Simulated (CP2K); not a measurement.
Here is a CP2K 2026.2 calculation.

The input ti_bands.inp:

```
&GLOBAL
  PROJECT ti_bands
  RUN_TYPE ENERGY_FORCE
  PRINT_LEVEL LOW
&END GLOBAL
&FORCE_EVAL
  METHOD QS
  STRESS_TENSOR ANALYTICAL
  &DFT
    BASIS_SET_FILE_NAME BASIS_MOLOPT_UZH
    POTENTIAL_FILE_NAME POTENTIAL_UZH
    &MGRID
      CUTOFF 675
      REL_CUTOFF 60
      NGRIDS 4
    &END MGRID
    &QS
      METHOD GPW
      EPS_DEFAULT 1.0E-10
    &END QS
    &KPOINTS
      SCHEME MONKHORST-PACK 11 11 11
      GAMMA_CENTERED T
      SYMMETRY T
      SYMMETRY_BACKEND SPGLIB
    &END KPOINTS
    &SCF
      SCF_GUESS ATOMIC
      EPS_SCF 1.0E-6
      MAX_SCF 100
      ADDED_MOS 11
      CHOLESKY OFF
      EPS_EIGVAL 1.0E-7
      &DIAGONALIZATION ON
        ALGORITHM STANDARD
      &END DIAGONALIZATION
      &MIXING ON
        METHOD BROYDEN_MIXING
        ALPHA 0.4
        BETA 1.5
        NBUFFER 8
      &END MIXING
      &SMEAR ON
        METHOD FERMI_DIRAC
        ELECTRONIC_TEMPERATURE 580.23
      &END SMEAR
    &END SCF
    &XC
      &XC_FUNCTIONAL
        &GGA_X_PBE_SOL
        &END GGA_X_PBE_SOL
        &GGA_C_PBE_SOL
        &END GGA_C_PBE_SOL
      &END XC_FUNCTIONAL
    &END XC
    &PRINT
      &KPOINTS ON
      &END KPOINTS
      &MULLIKEN ON
      &END MULLIKEN
      &MO ON
        ENERGIES T
        OCCUPATION_NUMBERS T
        &EACH
          QS_SCF 0
        &END EACH
        ADD_LAST NUMERIC
      &END MO
      &LOWDIN ON
      &END LOWDIN
      &HIRSHFELD ON
        SHAPE_FUNCTION DENSITY
      &END HIRSHFELD
      &BAND_STRUCTURE
        FILE_NAME bands.bs
        ADDED_MOS 2
        &KPOINT_SET
          UNITS B_VECTOR
          NPOINTS 8
          SPECIAL_POINT GAMMA 0.00000000 0.00000000 0.00000000
          SPECIAL_POINT X 0.50000000 0.00000000 0.50000000
          SPECIAL_POINT W 0.50000000 0.25000000 0.75000000
          SPECIAL_POINT K 0.37500000 0.37500000 0.75000000
          SPECIAL_POINT GAMMA 0.00000000 0.00000000 0.00000000
          SPECIAL_POINT L 0.50000000 0.50000000 0.50000000
          SPECIAL_POINT U 0.62500000 0.25000000 0.62500000
          SPECIAL_POINT W 0.50000000 0.25000000 0.75000000
          SPECIAL_POINT L 0.50000000 0.50000000 0.50000000
          SPECIAL_POINT K 0.37500000 0.37500000 0.75000000
        &END KPOINT_SET
        &KPOINT_SET
          UNITS B_VECTOR
          NPOINTS 8
          SPECIAL_POINT U 0.62500000 0.25000000 0.62500000
          SPECIAL_POINT X 0.50000000 0.00000000 0.50000000
        &END KPOINT_SET
      &END BAND_STRUCTURE
    &END PRINT
  &END DFT
  &SUBSYS
    &CELL
      A 2.8708535316 0.0000000000 0.0000000000
      B 1.4354267658 2.4862320889 0.0000000000
      C 1.4354267658 0.8287440296 2.3440420929
      PERIODIC XYZ
    &END CELL
    &COORD
      SCALED
      Ti  0.0000000000 0.0000000000 0.0000000000
    &END COORD
    &KIND Ti
      BASIS_SET TZVP-MOLOPT-PBE-GTH-q12
      POTENTIAL GTH-PBE-q12
    &END KIND
    &PRINT
      &ATOMIC_COORDINATES ON
      &END ATOMIC_COORDINATES
      &CELL ON
      &END CELL
    &END PRINT
  &END SUBSYS
  &PRINT
    &FORCES ON
    &END FORCES
    &STRESS_TENSOR ON
    &END STRESS_TENSOR
  &END PRINT
&END FORCE_EVAL
```

Potentials or basis: POTENTIAL_UZH Ti GTH-PBE-q12; TZVP-MOLOPT-PBE-GTH basis.

Command:

```bash
$ OMP_NUM_THREADS=1 cp2k.psmp -i ti_bands.inp -o ti_bands.out
```

(1) Predict the band gap on the k mesh.

(2) Estimate the pressure.

Results:

(1) none (metal or under the smearing width).

(2) -0.3 GPa.

Caveat: the potentials were made for another functional, which shifts forces and pressure; the basis of atomic orbitals isn't converged, which shifts pressures, moduli and gaps.
